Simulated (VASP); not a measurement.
# CdTe (F-43m) in VASP: a series of runs

Runs on CdTe. Level: PBE. Tasks: relaxation of cell and atoms.

Everything below comes from runs of VASP 6.6.1. Logs are shortened: lines on timing, memory, paths and dates and some standing lists are left out, and cuts for length are marked.

**1. The structure**

It takes space group F-43m (No. 216, cubic). The conventional cell has a = 6.410 Å, b = 6.410 Å, c = 6.410 Å, α = 90.00°, β = 90.00°, γ = 90.00°. Cd (site symmetry -43m) is surrounded by 4 Te at 2.78 Å. Around Te (site symmetry -43m) lie 4 Cd at 2.78 Å.

**2. Relaxation of cell and atoms, PBE**

The input, INCAR:

```
SYSTEM = CdTe
ALGO = Fast
EDIFF = 1E-7
EDIFFG = -0.002
ENCUT = 520
GGA = PE
IBRION = 2
ISIF = 3
ISMEAR = 0
LASPH = .True.
LCHARG = .False.
LREAL = .False.
LWAVE = .False.
NELM = 100
NSW = 80
PREC = Accurate
SIGMA = 0.02
```

The input, KPOINTS:

```
k-points
0
Gamma
  4 4 4
  0 0 0
```

The input, POSCAR:

```
CdTe
1.0
    0.0000000000      3.2050000000      3.2050000000
    3.2050000000      0.0000000000      3.2050000000
    3.2050000000      3.2050000000      0.0000000000
Cd Te
1 1
Direct
    0.0000000000      0.0000000000      0.0000000000
    0.2500000000      0.2500000000      0.2500000000
```

Potentials or basis: VASP PAW PBE potentials, release 64 (Cd, Te).

The run is started by

```sh
$ cat potpaw_PBE.64/Cd/POTCAR potpaw_PBE.64/Te/POTCAR > POTCAR
$ mpirun -np 1 vasp_std > vasp.out
```

OUTCAR:

```text
SYSTEM = CdTe
   EDIFF = 1E-7
   EDIFFG = -0.002
   ENCUT = 520
   GGA = PE
   IBRION = 2
   ISIF = 3
   ISMEAR = 0
   LASPH = .True.
   LREAL = .False.
   NELM = 100
   NSW = 80
   PREC = Accurate

 ion  position               nearest neighbor table
   1  0.000  0.000  0.000-   2 2.78   2 2.78   2 2.78   2 2.78
   2  0.250  0.250  0.250-   1 2.78   1 2.78   1 2.78   1 2.78

  LATTYP: Found a face centered cubic cell.
 ALAT       =     6.4100000000

  Lattice vectors:

 A1 = (   0.0000000000,   3.2050000000,   3.2050000000)
 A2 = (   3.2050000000,   0.0000000000,   3.2050000000)
 A3 = (   3.2050000000,   3.2050000000,   0.0000000000)

Analysis of symmetry for initial positions (statically):
=====================================================================
 Subroutine PRICEL returns:
 Original cell was already a primitive cell.

 Routine SETGRP: Setting up the symmetry group for a
 face centered cubic supercell.

 Subroutine GETGRP returns: Found 24 space group operations
 (whereof 24 operations were pure point group operations)
 out of a pool of 48 trial point group operations.

The static configuration has the point symmetry T_d .

Analysis of symmetry for dynamics (positions and initial velocities):
=====================================================================
 Subroutine PRICEL returns:
 Original cell was already a primitive cell.

 Routine SETGRP: Setting up the symmetry group for a
 face centered cubic supercell.

 Subroutine GETGRP returns: Found 24 space group operations
 (whereof 24 operations were pure point group operations)
 out of a pool of 48 trial point group operations.

The dynamic configuration has the point symmetry T_d .

 Subroutine INISYM returns: Found 24 space group operations
 (whereof 24 operations are pure point group operations),
 and found     1 'primitive' translations

----------------------------------------------------------------------------------------

                                     Primitive cell

  volume of cell :      65.8437

  direct lattice vectors                    reciprocal lattice vectors
     0.000000000  3.205000000  3.205000000    -0.156006240  0.156006240  0.156006240
     3.205000000  0.000000000  3.205000000     0.156006240 -0.156006240  0.156006240
     3.205000000  3.205000000  0.000000000     0.156006240  0.156006240 -0.156006240

  length of vectors
     4.532554467  4.532554467  4.532554467     0.270210734  0.270210734  0.270210734

  position of ions in fractional coordinates (direct lattice)
     0.000000000  0.000000000  0.000000000
     0.250000000  0.250000000  0.250000000

  ion indices of the primitive-cell ions
   primitive index   ion index
                 1           1
                 2           2

----------------------------------------------------------------------------------------

 KPOINTS: k-points

Automatic generation of k-mesh.
 Grid dimensions read from file:
 generate k-points for:    4    4    4

 Generating k-lattice:

  Cartesian coordinates                     Fractional coordinates (reciprocal lattice)
    -0.039001560  0.039001560  0.039001560     0.250000000  0.000000000  0.000000000
     0.039001560 -0.039001560  0.039001560     0.000000000  0.250000000  0.000000000
     0.039001560  0.039001560 -0.039001560     0.000000000  0.000000000  0.250000000

  Length of vectors
     0.067552684  0.067552684  0.067552684

  Shift w.r.t. Gamma in fractional coordinates (k-lattice)
     0.000000000  0.000000000  0.000000000

 Subroutine IBZKPT returns following result:
 ===========================================

 Found      8 irreducible k-points:

 Following reciprocal coordinates:
            Coordinates               Weight
  0.000000  0.000000  0.000000      1.000000
  0.250000  0.000000  0.000000      8.000000
  0.500000  0.000000  0.000000      4.000000
  0.250000  0.250000  0.000000      6.000000
  0.500000  0.250000  0.000000     24.000000
 -0.250000  0.250000  0.000000     12.000000
  0.500000  0.500000  0.000000      3.000000
 -0.250000  0.500000  0.250000      6.000000
   k-points           NKPTS =      8   k-points in BZ     NKDIM =      8   number of bands    NBANDS=     13
   number of dos      NEDOS =    301   number of ions     NIONS =      2
   total plane-waves  NPLWV =  46656
   dimension x,y,z NGX =    36 NGY =   36 NGZ =   36
   dimension x,y,z NGXF=    72 NGYF=   72 NGZF=   72
   ions per type =               1   1
   NGX,Y,Z   is equivalent  to a cutoff of  13.20, 13.20, 13.20 a.u.
   NGXF,Y,Z  is equivalent  to a cutoff of  26.41, 26.41, 26.41 a.u.
 SYSTEM =  CdTe
   PREC   = accura    normal or accurate (medium, high low for compatibility)
   ISTART =      0    job   : 0-new  1-cont  2-samecut
   ICHARG =      2    charge: 1-file 2-atom 10-const
   ISPIN  =      1    spin polarized calculation?
   LNONCOLLINEAR =      F non collinear calculations
   LSORBIT =      F    spin-orbit coupling
   LASPH  =      T    aspherical Exc in radial PAW
   ENCUT  =  520.0 eV  38.22 Ry    6.18 a.u.   8.43  8.43  8.43*2*pi/ulx,y,z
   NELM   =    100;   NELMIN=  2; NELMDL= -5     # of ELM steps
   EDIFF  = 0.1E-06   stopping-criterion for ELM
   LREAL  =      F    real-space projection
   EDIFFG = -.2E-02   stopping-criterion for IOM
   NSW    =     80    number of steps for IOM
   IBRION =      2    ionic relax: 0-MD 1-quasi-New 2-CG
   NFREE  =      1    steps in history (QN), initial steepest desc. (CG)
   ISIF   =      3    stress and relaxation
   ISYM   =      2    0-nonsym 1-usesym 2-fastsym
   POTIM  = 0.5000    time-step for ionic-motion
   TEBEG  =    0.0;   TEEND  =   0.0 temperature during run
   PSTRESS=    0.0 pullay stress
   NELECT =      18.0000    total number of electrons
   NUPDOWN=      -1.0000    fix difference up-down
   EMIN   =  10.00;   EMAX   =-10.00  energy-range for DOS
   EFERMI =   0.00;   METHOD = LEGACY
   ISMEAR =     0;   SIGMA  =   0.02  broadening in eV -4-tet -1-fermi 0-gaus
   EFERMI_NEDOS =   21; number of points for ismear=-14 and -15
   IALGO  =     68    algorithm
   IMIX   =      4    mixing-type and parameters
     AMIX     =   0.40;   BMIX     =  1.00
     AMIX_MAG =   1.60;   BMIX_MAG =  1.00
  volume/ion in A,a.u.               =      32.92       222.17
  Fermi-wavevector in a.u.,A,eV,Ry     =   1.062497  2.007828 15.359610  1.128899
  Thomas-Fermi vector in A             =   2.197950
   LORBIT       =      0    0 simple, 1 ext, 2 COOP (PROOUT), +10 PAW based schemes
   GGA     = PE    functional components
   LHFCALC =     F    Hartree Fock is set to
   AEXX    =    0.0000 exact exchange contribution
   IVDW    =     0    specifies the selected vdW correction
   LEPSILON=     F    determine dielectric tensor
   LRPA    =     F    only Hartree local field effects (RPA)
 conjugate gradient relaxation of ions
 non-spin polarized calculation
 RMM-DIIS sequential band-by-band and
 Gauss-broadening in eV      SIGMA  =   0.02
  energy-cutoff  :      520.00
  volume of cell :       65.84
 maximum number of plane-waves:      1807
 NGX is ok and might be reduce to    36
   NGX = 17   NGY = 17   NGZ = 17

--------------------------------------- Ionic step        1  -------------------------------------------

 number of electron      17.9999995 magnetization

 Free energy of the ion-electron system (eV)
  ---------------------------------------------------
  ext. energy  EPLUGINS =         0.00000000
  ---------------------------------------------------
  free energy    TOTEN  =        -4.66094277 eV

  energy without entropy =       -4.66094277  energy(sigma->0) =       -4.66094277

------------------------ aborting loop because EDIFF is reached ----------------------------------------

  FORCE on cell =-STRESS in cart. coord.  units (eV):
  Direction    XX          YY          ZZ          XY          YZ          ZX
  --------------------------------------------------------------------------------------
  -------------------------------------------------------------------------------------
  Total        1.9126739      1.9126739      1.9126739     -0.0000000      0.0000000     -0.0000000
  in kB       46.5411829     46.5411829     46.5411829     -0.0000000      0.0000000     -0.0000000
  external PRESSURE =      46.5411829 kB  Pullay stress =       0.0000000 kB

 VOLUME and BASIS-vectors are now :
 -----------------------------------------------------------------------------
  energy-cutoff  :      520.00
  volume of cell :       65.84
      direct lattice vectors                 reciprocal lattice vectors
     0.000000000  3.205000000  3.205000000    -0.156006240  0.156006240  0.156006240
     3.205000000  0.000000000  3.205000000     0.156006240 -0.156006240  0.156006240
     3.205000000  3.205000000  0.000000000     0.156006240  0.156006240 -0.156006240
[... 109 lines left out ...]
 POSITION                                       TOTAL-FORCE (eV/Angst)
 -----------------------------------------------------------------------------------
     -0.00000      3.31919      3.31919        -0.000000      0.000000      0.000000
      1.65960      1.65960      1.65960         0.000000     -0.000000     -0.000000
 -----------------------------------------------------------------------------------
    total drift:                               -0.000000     -0.000000     -0.000001

  FREE ENERGIE OF THE ION-ELECTRON SYSTEM (eV)
  ---------------------------------------------------
  free  energy   TOTEN  =        -4.7555699947 eV

  energy  without entropy=       -4.7555699947  energy(sigma->0) =       -4.75556999

--------------------------------------- Ionic step        5  -------------------------------------------

 number of electron      18.0000005 magnetization

 Free energy of the ion-electron system (eV)
  ---------------------------------------------------
  ext. energy  EPLUGINS =         0.00000000
  ---------------------------------------------------
  free energy    TOTEN  =        -4.75558618 eV

  energy without entropy =       -4.75558618  energy(sigma->0) =       -4.75558618

 E-fermi :   1.9009     XC(G=0):  -8.2622

 val. band max:        1.7599945908   @ k =   0.0000   0.0000   0.0000
 cond. band min:       2.3056420702   @ k =   0.0000   0.0000   0.0000
 fundamental gap:      0.5456474794
 Fermi energy:         1.9009219570

 k-point     1 :       0.0000    0.0000    0.0000
  band No.  band energies     occupation
      1      -9.0297      2.00000
      2      -6.3419      2.00000
      3      -6.3419      2.00000
      4      -6.3419      2.00000
      5      -6.1323      2.00000
      6      -6.1323      2.00000
      7       1.7600      2.00000
      8       1.7600      2.00000
      9       1.7600      2.00000
     10       2.3056      0.00000
     11       6.3825      0.00000
     12       6.3825      0.00000
     13       6.3825      0.00000

 k-point     2 :       0.2500    0.0000    0.0000
  band No.  band energies     occupation
      1      -8.8616      2.00000
      2      -6.3132      2.00000
      3      -6.3132      2.00000
      4      -6.1634      2.00000
      5      -6.1323      2.00000
      6      -6.1323      2.00000
      7      -0.7966      2.00000
      8       1.3871      2.00000
      9       1.3871      2.00000
     10       3.6109      0.00000
     11       6.8910      0.00000
[... 118 lines left out ...]
 POSITION                                       TOTAL-FORCE (eV/Angst)
 -----------------------------------------------------------------------------------
      3.31756     -0.00000      3.31756        -0.000000     -0.000000     -0.000000
      1.65878      1.65878      1.65878         0.000000      0.000000      0.000000
 -----------------------------------------------------------------------------------
    total drift:                               -0.000000     -0.000000     -0.000001

  FREE ENERGIE OF THE ION-ELECTRON SYSTEM (eV)
  ---------------------------------------------------
  free  energy   TOTEN  =        -4.7555861768 eV

  energy  without entropy=       -4.7555861768  energy(sigma->0) =       -4.75558618

 reached required accuracy - stopping structural energy minimisation
```

It took 2.2 min on 1 thread of AMD EPYC 7R43 (Zen 3), shared host; peak memory 0.17 GiB.

What came out:

* Free energy: -4.7556 eV
* Relaxed volume: 36.51 Å³/atom
* Relaxed cell: a = 4.692 Å, b = 4.692 Å, c = 4.692 Å, α = 60.00°, β = 60.00°, γ = 60.00°
* Space group after relaxing (to 0.05 Å): F-43m (No. 216)
* Energy gained by relaxing: 47.3 meV/atom
* Ionic steps: 5
* Pressure after relaxing: 0.0 GPa
* Band gap on the k mesh: 0.55 eV, direct

The path:
| step | energy change (eV) | largest force (eV/Å) | pressure (GPa) | volume (Å³) |
| --- | --- | --- | --- | --- |
| 1 | 0.0000 | 0.0000 | 4.65 | 65.84 |
| 2 | -0.0868 | 0.0000 | -1.04 | 75.38 |
| 3 | -0.0946 | 0.0000 | 0.01 | 72.99 |
| 4 | -0.0946 | 0.0000 | -0.05 | 73.14 |
| 5 | -0.0946 | 0.0000 | 0.00 | 73.03 |

Final structure:
```yaml
crystal:
  lattice:
    - [0.00000, 3.31756, 3.31756]
    - [3.31756, 0.00000, 3.31756]
    - [3.31756, 3.31756, 0.00000]
  atoms:
    - { symbol: Cd, position: [0.00000, 0.00000, 0.00000] }
    - { symbol: Te, position: [0.25000, 0.25000, 0.25000] }
```

Levels at points of the mesh, in eV from the valence-band top:
| k point | band 7 | band 8 | band 9 | band 10 | band 11 | band 12 |
| --- | --- | --- | --- | --- | --- | --- |
| (0.00, 0.00, 0.00) | 0.00 | 0.00 | 0.00 | 0.55 | 4.62 | 4.62 |
| (0.50, 0.00, 0.00) | -4.05 | -0.68 | -0.68 | 1.73 | 5.19 | 5.19 |
| (0.50, 0.50, 0.00) | -3.99 | -1.64 | -1.64 | 2.65 | 2.74 | 8.48 |

Caveat: the k mesh is coarse (spacing up to 0.42 Å⁻¹), so the values aren't converged; spin-orbit coupling is left out, which moves the levels of the heavy elements; the volume moved by +11 % from the deposited cell, more than functionals usually miss. Expect the measured gap to be larger: semilocal functionals such as PBE lack the derivative discontinuity.

**3. Relaxation of cell and atoms, PBE**

This run uses another cell than the first one, of 36.51 Å³/atom, 1.109 times its volume.

INCAR is that of step 2.

KPOINTS is that of step 2.

The input, POSCAR:

```
CdTe                                    
1.0
   -0.0000000000      3.3175643368      3.3175643368
    3.3175643368     -0.0000000000      3.3175643368
    3.3175643368      3.3175643368     -0.0000000000
  Cd              Te            
     1     1
Direct
     0.0000000000000000    1.0000000000000000    0.0000000000000000
     0.2500000000000000    0.2500000000000000    0.2500000000000000
```

Potentials or basis: VASP PAW PBE potentials, release 64 (Cd, Te).

The run is started by

```sh
$ cat potpaw_PBE.64/Cd/POTCAR potpaw_PBE.64/Te/POTCAR > POTCAR
$ mpirun -np 1 vasp_std > vasp.out
```

Run time: 43 s. Hardware: 1 thread of AMD EPYC 7R43 (Zen 3), shared host; peak memory 0.15 GiB.

It converged, with:

* Free energy: -4.7559 eV
* Relaxed volume: 36.54 Å³/atom
* Relaxed cell: a = 4.693 Å, b = 4.693 Å, c = 4.693 Å, α = 60.00°, β = 60.00°, γ = 60.00°
* Space group after relaxing (to 0.05 Å): F-43m (No. 216)
* Energy gained by relaxing: 0.0 meV/atom
* Ionic steps: 2
* Pressure after relaxing: 0.0 GPa
* Band gap on the k mesh: 0.54 eV, direct

Final structure:
```yaml
crystal:
  lattice:
    - [0.00000, 3.31821, 3.31821]
    - [3.31821, 0.00000, 3.31821]
    - [3.31821, 3.31821, 0.00000]
  atoms:
    - { symbol: Cd, position: [0.00000, 0.00000, 0.00000] }
    - { symbol: Te, position: [0.25000, 0.25000, 0.25000] }
```

Levels at points of the mesh, in eV from the valence-band top:
```csv
k point,band 7,band 8,band 9,band 10,band 11,band 12
"(0.00, 0.00, 0.00)",0.00,0.00,0.00,0.54,4.62,4.62
"(0.50, 0.00, 0.00)",-4.05,-0.68,-0.68,1.73,5.19,5.19
"(0.50, 0.50, 0.00)",-3.99,-1.64,-1.64,2.65,2.74,8.47
```

Caveat: spin-orbit coupling is left out, which moves the levels of the heavy elements.
